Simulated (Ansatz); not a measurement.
# MoSe2: the cost of one run

All numbers are computed with Ansatz 0.2.0 through its Python package. Level of theory: DFT PBE, plane waves, PAW.

The COD entry's cell or inner coordinates are ideal or old and differ from later refinements, so a difference from it is no clean test against experiment.

**1. Starting point**

Symmetry: P6_3/mmc, No. 194, hexagonal system. Conventional cell: a = 3.288 Å, b = 3.288 Å, c = 12.900 Å, α = 90.00°, β = 90.00°, γ = 120.00°. Mo (site symmetry -6m2) has 6 Se at 2.49 Å as nearest neighbours. Se (site symmetry 3m) is surrounded by 3 Mo at 2.49 Å.

No structure file is read: the coordinates are typed or built in the script.

**2. Script**

Contents of kconv_mose2.py:

```python
import ansatz as az
import numpy as np


def main() -> None:
    vectors = np.array([
        [3.288, 0.0, 0.0],
        [-1.644, 2.847492, 0.0],
        [0.0, 0.0, 12.9],
    ])
    cell = (
        az.Lattice.of(vectors)
        .atom('Mo', (1 / 3, 2 / 3, 0.25))
        .atom('Mo', (2 / 3, 1 / 3, 0.75))
        .atom('Se', (1 / 3, 2 / 3, 0.625))
        .atom('Se', (2 / 3, 1 / 3, 0.125))
        .atom('Se', (1 / 3, 2 / 3, 0.875))
        .atom('Se', (2 / 3, 1 / 3, 0.375))
    )

    calc = cell.calculation().occupations('fermi_dirac')

    rows = []
    for value in [1.0, 0.6, 0.4, 0.3]:
        data = calc.kpoints(spacing=value).run(threads=1, backend='cpu').report
        rows.append((value, data['free_energy_ev'] / len(data['lattice']['sites']), data['n_iterations'], data['n_kpoints']))

    print('spacing (1/A)   F/atom (eV)    iterations      k-points')
    for row in rows:
        print(f'{str(row[0]):>12s}  {row[1]:12.5f}  {row[2]:12d}  {row[3]:12d}')

    for row in rows[:-1]:
        shift = 1000 * (row[1] - rows[-1][1])
        print(f'{row[0]}: {shift:+.2f} meV/atom' + ('  (within 5 meV)' if abs(shift) < 5 else ''))


if __name__ == '__main__':
    main()
```

**3. The calls as engine input**

The engine receives this input (first run):

```yaml
crystal:
  lattice:
    - [3.288, 0.0, 0.0]
    - [-1.644, 2.847492, 0.0]
    - [0.0, 0.0, 12.9]
  atoms:
    - { symbol: Mo, position: [0.3333333333333333, 0.6666666666666666, 0.25] }
    - { symbol: Mo, position: [0.6666666666666666, 0.3333333333333333, 0.75] }
    - { symbol: Se, position: [0.3333333333333333, 0.6666666666666666, 0.625] }
    - { symbol: Se, position: [0.6666666666666666, 0.3333333333333333, 0.125] }
    - { symbol: Se, position: [0.3333333333333333, 0.6666666666666666, 0.875] }
    - { symbol: Se, position: [0.6666666666666666, 0.3333333333333333, 0.375] }
kpoints:
  mp_grid:
    kspacing: 1.0
scf:
  occupations:
    method: fermi_dirac
```

**4. The run**

Command:

```console
$ python kconv_mose2.py
```

**Question.** How long does this script take on 1 thread of Arm Neoverse V2, shared host, and how much memory does it need?

About 10 s, with a peak of 0.47 GiB.
